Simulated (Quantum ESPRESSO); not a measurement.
A calculation with Quantum ESPRESSO 7.5 of Ge (ASE script, structure from a POSCAR):

The input run.py:

```python
import numpy as np
from ase.calculators.espresso import Espresso, EspressoProfile
from ase.io import read

atoms = read('POSCAR')

input_data = {
    'control': {'calculation': 'scf', 'prefix': 'pwscf', 'outdir': './tmp', 'tprnfor': True, 'tstress': True, 'disk_io': 'nowf'},
    'system': {'ecutwfc': 55.0, 'ecutrho': 440.0, 'nbnd': 21, 'occupations': 'smearing', 'smearing': 'fd', 'degauss': 0.00367493},
    'electrons': {'conv_thr': 4e-10, 'electron_maxstep': 120, 'mixing_beta': 0.5},
}
pseudopotentials = {'Ge': 'ge_pbe_v1.4.uspp.F.UPF'}
profile = EspressoProfile(command='mpirun -n 2 pw.x -nk 2', pseudo_dir='pseudo')
dft = Espresso(profile=profile, input_data=input_data, pseudopotentials=pseudopotentials, kpts=(11, 11, 11), koffset=(0, 0, 0))
atoms.calc = dft

print(f'energy {atoms.get_potential_energy():.8f} eV')
print('forces (eV/A)')
print(np.round(atoms.get_forces(), 6))
print('stress (eV/A^3, Voigt)')
print(np.round(atoms.get_stress(), 8))
print(f'Fermi level {dft.get_fermi_level():.4f} eV')
```

POSCAR

```
Ge
1.0
   -2.5744897190      2.5744897190      1.3974126432
    2.5744897190     -2.5744897190      1.3974126432
    2.5744897190      2.5744897190     -1.3974126432
Ge
2
Direct
    0.5000000000      0.5000000000      0.0000000000
    0.2500000000      0.7500000000      0.5000000000
```

Potentials or basis: SSSP 1.3 efficiency PBE.

The run is started by

```bash
$ OMP_NUM_THREADS=1 python run.py
```

This isn't the form of Ge at room conditions, which is diamond.

Write the same calculation in another form: native input, structure typed inline.

As run:

File pw.in:

```
&CONTROL
  calculation = 'scf'
  prefix = 'pwscf'
  outdir = './tmp'
  pseudo_dir = './pseudo'
  tprnfor = .true.
  tstress = .true.
  disk_io = 'nowf'
/
&SYSTEM
  ibrav = 0
  nat = 2
  ntyp = 1
  ecutwfc = 55
  ecutrho = 440
  nbnd = 21
  occupations = 'smearing'
  smearing = 'fd'
  degauss = 0.00367493
/
&ELECTRONS
  conv_thr = 4d-10
  electron_maxstep = 120
  mixing_beta = 0.5
/
ATOMIC_SPECIES
Ge    72.6300 ge_pbe_v1.4.uspp.F.UPF
CELL_PARAMETERS angstrom
  -2.5744897190    2.5744897190    1.3974126432
   2.5744897190   -2.5744897190    1.3974126432
   2.5744897190    2.5744897190   -1.3974126432
ATOMIC_POSITIONS crystal
Ge     0.5000000000    0.5000000000    0.0000000000
Ge     0.2500000000    0.7500000000    0.5000000000
K_POINTS automatic
11 11 11 0 0 0
```

Potentials or basis: SSSP 1.3 efficiency PBE.

Launch:

```sh
$ OMP_NUM_THREADS=1 mpirun -n 2 pw.x -nk 2 -in pw.in > pw.out
```

Both were run:

|  | ASE script, structure from a POSCAR | native input, structure typed inline |
| --- | --- | --- |
| Pressure | 3.2 GPa | 3.2 GPa |
| Band gap on the k mesh | none (metal or under the smearing width) | none (metal or under the smearing width) |

Keys that steer only the numerical path or the files written may differ.
